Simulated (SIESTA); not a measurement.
A run of SIESTA 5.4.2 is set up as follows.

File TaN.fdf:

```
SystemName                      TaN
SystemLabel                     TaN
NumberOfSpecies                 2
NumberOfAtoms                   2
%block ChemicalSpeciesLabel
  1  73 Ta
  2   7 N
%endblock ChemicalSpeciesLabel

LatticeConstant                 1.0 Ang
%block LatticeVectors
     2.9380000000     0.0000000000     0.0000000000
    -1.4690000000     2.5443826363     0.0000000000
     0.0000000000     0.0000000000     2.8830000000
%endblock LatticeVectors
AtomicCoordinatesFormat         Fractional
%block AtomicCoordinatesAndAtomicSpecies
     0.0000000000     0.0000000000     0.5000000000  1  Ta
     0.6666666667     0.3333333333     0.0000000000  2  N
%endblock AtomicCoordinatesAndAtomicSpecies

%block kgrid.MonkhorstPack
    8   0   0  0.0
    0   8   0  0.0
    0   0   7  0.0
%endblock kgrid.MonkhorstPack
XC.Functional                   GGA
XC.Authors                      RPBE
PAO.BasisSize                   TZP
PAO.EnergyShift                 0.002 Ry
Mesh.Cutoff                     1200 Ry
Spin                            spin-orbit
%block DM.InitSpin
    1   0.500    90.00     0.00
    2   0.000     0.00     0.00
%endblock DM.InitSpin
WriteOrbMom                     true
OccupationFunction              FD
ElectronicTemperature           0.05 eV
MaxSCFIterations                200
SCF.MustConverge                false
SCF.Mixer.Method                Pulay
SCF.Mixer.Weight                0.1
SCF.Mixer.History               10
SCF.DM.Tolerance                5.0e-05
SCF.H.Tolerance                 1.0e-03 eV
WriteForces                     true
Charge.Mulliken                 end
MD.TypeOfRun                    Broyden
MD.Steps                        40
MD.MaxForceTol                  0.01 eV/Ang
MD.MaxDispl                     0.1 Ang
WriteCoorStep                   true
AtomCoorFormatOut               Fractional
MD.VariableCell                 true
MD.MaxStressTol                 0.05 GPa
```

Potentials or basis: PseudoDojo 0.4 standard (PBE files, fully relativistic), TZP (energy shift 0.002 Ry).

The run is started by

```sh
$ siesta TaN.fdf > TaN.out 2>&1
```

Question: Predict the relaxed volume.

Answer: 10.94 Å³/atom.

Question: Estimate the space group after relaxing (to 0.05 Å).

Answer: P-6m2 (No. 187).

Question: Estimate the relaxed cell.

Answer: a = 2.950 Å, b = 2.950 Å, c = 2.903 Å, α = 90.00°, β = 90.00°, γ = 120.00°.

Question: Predict the band gap on the k mesh.

Answer: None (metal or under the smearing width).

Final structure:
```yaml
crystal:
  lattice:
    - [2.94978, 0.00000, 0.00000]
    - [-1.47489, 2.55458, 0.00000]
    - [0.00000, 0.00000, 2.90263]
  atoms:
    - { symbol: Ta, position: [0.00000, 0.00000, 0.50000] }
    - { symbol: N, position: [0.66667, 0.33333, 0.00000] }
```

Caveat: semicore shells carry a single zeta, which can move pressures by several GPa and volumes by a few percent; the potentials were made for another functional, which shifts forces and pressure; the basis of atomic orbitals isn't converged, which shifts pressures, moduli and gaps. Zero-point motion and thermal expansion aren't in these numbers.
